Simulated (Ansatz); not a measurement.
# A series in volume scale on Cd

Results calculated with Ansatz 0.2.0, not measured. Periodic Kohn-Sham DFT of a crystal at fixed atoms, scaled to volume_scale times the given cell; pressure positive in compression, energy less spherical unpolarised free atoms, largest_vzz the field gradient of largest size among the nuclei.

The cell before it is scaled or strained (space group P6_3/mmc, No. 194):
```
cell vectors (Å)
   2.9789     0.0000     0.0000
  -1.4894     2.5798     0.0000
   0.0000     0.0000     5.6177
atoms (fractions of the cell vectors)
Cd  0.33333  0.66667  0.25000
Cd  0.66667  0.33333  0.75000
```

Settings of every row: method all-electron LAPW; functional PBE; relativity scalar; k mesh 14x14x7; filling fermi-dirac; smearing width 0.05 eV; basis error target 0.25 meV/atom; nucleus gaussian.

Atom start moment: 0 on all atoms.

```csv
row,volume scale,V (Å³/atom),energy less free atoms (eV/atom),pressure (GPa)
1,0.94,20.291,-0.6896,7.551
2,0.95,20.507,-0.6992,6.665
3,0.96,20.722,-0.7076,5.834
4,0.98,21.154,?,?
5,0.99,21.37,-0.7266,3.639
6,1,21.585,-0.7311,2.998
7,1.01,21.801,-0.7347,2.4
8,1.02,22.017,-0.7375,1.842
9,1.04,22.449,-0.7411,0.84
10,1.05,22.665,-0.742,0.391
11,1.06,22.881,-0.7422,-0.027
```

Question: what energy less free atoms and pressure should row 4 give?

Worked fit of energy less free atoms. Take u = (V_r/V)^(2/3) − 1 with V_r = 21.693 Å³ an atom, which is twice the finite (Eulerian) strain; such expansions in the strain, on which the Birch-Murnaghan equation of state is built, carry the rest volume and the bulk modulus. The shown rows have u = 0.04555, 0.03819, 0.031, 0.01005, 0.00333, -0.00331, -0.00983, -0.02258, -0.0288, -0.03492. Least squares give energy less free atoms = −0.73297 + 0.5466 × u + 8.437 × u² + 10.4 × u³ eV/atom; a parabola predicts inner rows, each left out in turn, worse (root mean square 0.00013 against 4e-05 eV/atom). All shown rows lie on it to the printed digit. Its lowest point lies at u = -0.0346, or V = 22.87 Å³ an atom, and the curvature there gives the bulk modulus at fixed shape and fractions, B = (4/9)(1 + u)² E″(u)/V = 42.7 GPa. Letting shape and atoms relax would as a rule lower it, by much in layered, chain or molecular crystals. The withheld row has u = 0.01692, so the fit gives −0.73297 + 0.5466 × (0.01692) + 8.437 × (0.01692)² + 10.4 × (0.01692)³ = -0.7213 eV/atom.

The calculation gave -0.7212 eV/atom. The fit lies 0.0001 eV/atom (0.19 % of the column's range) below it, one unit of the last digit.

Worked fit of pressure. Take u = (V_r/V)^(2/3) − 1 with V_r = 21.693 Å³ an atom, which is twice the finite (Eulerian) strain; such expansions in the strain, on which the Birch-Murnaghan equation of state is built, carry the rest volume and the bulk modulus. The shown rows have u = 0.04555, 0.03819, 0.031, 0.01005, 0.00333, -0.00331, -0.00983, -0.02258, -0.0288, -0.03492. Least squares give pressure = 2.6947 + 90.316 × u + 356.96 × u² GPa; a straight line predicts inner rows, each left out in turn, worse (root mean square 0.21 against 0.0022 GPa). The rows lie off it by 0.002, 0.001, -0.004, 0.001, -0.001, 0.000, 0.001, 0.003, 0.001, -0.003. The pressure vanishes at u = -0.0346, or V = 22.87 Å³ an atom, and there the bulk modulus at fixed shape and fractions is B = −V dP/dV = (2/3)(1 + u) dP/du = 42.3 GPa. Letting shape and atoms relax would as a rule lower it, by much in layered, chain or molecular crystals. The withheld row has u = 0.01692, so the fit gives 2.6947 + 90.316 × (0.01692) + 356.96 × (0.01692)² = 4.325 GPa.

The calculation gave 4.323 GPa. The fit lies 0.002 GPa (0.026 % of the column's range) above it; its largest miss of a shown row is 0.004 GPa.
